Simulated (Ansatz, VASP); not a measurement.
## CdTe in VASP and in Ansatz

```xyz
2
Lattice="0.0000 3.2050 3.2050 3.2050 0.0000 3.2050 3.2050 3.2050 0.0000" Properties=species:S:1:pos:R:3 pbc="T T T"
Te    4.8075    4.8075    4.8075
Cd    0.0000    0.0000    0.0000
```

Alike in both runs: task single point; functional PBEsol; k mesh 7 × 7 × 7; occupations gaussian, width 0.1 eV; no spin polarisation.

```csv
,VASP,Ansatz
version,VASP 6.6.1,Ansatz 0.2.0
potentials or method,"VASP PAW PBE potentials, release 54 (Te, Cd)",Ansatz PAW
plane-wave cutoff (eV),520,420
valence electrons in the cell,18,36
```

VASP gave:

* gap on the k mesh at the Fermi level (eV): 0.76
* least direct gap on the mesh (eV): 0.76
* pressure (GPa): 1.9

Task: What did Ansatz give for the same quantities?

Result: gap on the k mesh at the Fermi level (eV): 0.76; least direct gap on the mesh (eV): 0.76; pressure (GPa): 1.7.

The functional is the same, so the differences come from potentials, cutoffs and numerics. The two sets of potentials don't hold the same shells in valence.

Caveats: spin-orbit coupling is left out, which moves the levels of the heavy elements; the PAW data sets were made with another functional, which shifts forces and pressure a little (VASP); odd divisions of the mesh miss points on the zone boundary, where band edges often lie, so the gap on the mesh can be too wide (Ansatz); the PAW data sets come from PBE, with cores solved anew for the run's functional, which leaves a small shift of forces and pressure (Ansatz).
